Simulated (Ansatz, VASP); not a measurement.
Two plane-wave programs on Mg

File INCAR:

```
PREC = Accurate
ENCUT = 520
EDIFF = 1E-7
ISMEAR = 0
SIGMA = 0.15
LREAL = F
LASPH = T
NELM = 60
ALGO = Fast
ISIF = 2
LWAVE = F
LCHARG = F
GGA = PE
NBANDS = 7
```

Contents of KPOINTS:

```
regular mesh
0
Gamma
  20 20 20
```

The input POSCAR:

```
Mg
1.0
   -1.6801455887      1.6801455887      1.8720182150
    1.6801455887     -1.6801455887      1.8720182150
    1.6801455887      1.6801455887     -1.8720182150
Mg
1
Direct
    0.0000000000      0.0000000000      0.0000000000
```

Input for Ansatz:

```yaml
crystal:
  lattice:
    - [-1.6801455887, 1.6801455887, 1.872018215]
    - [1.6801455887, -1.6801455887, 1.872018215]
    - [1.6801455887, 1.6801455887, -1.872018215]
  atoms:
    - { symbol: Mg, position: [0.0, 0.0, 0.0] }
basis:
  ecutwfc: 520.0
kpoints:
  mp_grid: { grid: [20, 20, 20] }
hamiltonian:
  xc: pbe
  pseudopotentials: { kind: paw }
scf:
  occupations: { method: gaussian, width: 0.15 }
output:
  forces: true
  stress: true
  eigenvalues: true
```

Alike in both runs: task single point; functional PBE; k mesh 20 × 20 × 20; occupations gaussian, width 0.15 eV; no spin polarisation.

|  | VASP | Ansatz |
| --- | --- | --- |
| version | VASP 6.6.1 | Ansatz 0.2.0 |
| potentials or method | VASP PAW PBE potentials, release 64 (Mg) | scalar-relativistic, plane waves, PAW |
| plane-wave cutoff (eV) | 520 | 520 |
| valence electrons in the cell | 2 | 10 |

Ansatz gave:

| Quantity | Value |
| --- | --- |
| gap on the k mesh at the Fermi level (eV) | none |
| pressure (GPa) | 3.5 |
| largest component of the traceless stress (GPa) | 0.36 |

**Question.** What did VASP give for the same quantities?

**Answer.** gap on the k mesh at the Fermi level (eV): none; pressure (GPa): 3.4; largest component of the traceless stress (GPa): 0.36.

A gap of «none» marks a metal or a gap that the smearing closes. The two sets of potentials don't hold the same shells in valence.
